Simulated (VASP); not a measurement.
The system is SnSe, a slab with vacuum.

```xyz
4
Lattice="4.2336 0.0000 0.0000 0.0000 4.2336 0.0000 0.0000 0.0000 11.0038" Properties=species:S:1:pos:R:3 pbc="T T T"
Sn    2.1168    0.0000    4.1636
Sn    0.0000    2.1168    6.8402
Se    2.1168    0.0000    6.8576
Se    0.0000    2.1168    4.1462
```

Base run:

```yaml
Program: VASP 6.6.1
Functional: PBEsol
Potentials_or_basis: VASP PAW PBE potentials, release 64 (Sn_d, Se)
Cutoff: 900 eV
k_mesh: 6 × 6 × 4
Occupations: gaussian, width 0.02 eV
Spin: no spin polarisation
```

Its results: band gap on the k mesh 1.48 eV, indirect (least direct gap 1.53 eV).

Task: The run is repeated on the same cell with these changes: functional from PBEsol to r2SCAN; cutoff from 900 eV to 520 eV. What comes out?

Result: Band gap on the k mesh 1.72 eV, indirect (least direct gap 1.73 eV).

r2SCAN gives the wider gap, since meta-GGAs in the generalised Kohn-Sham scheme recover part of the derivative discontinuity.

Caveats: spin-orbit coupling is left out, which moves the levels of the heavy elements.

A k mesh can miss the band edges.
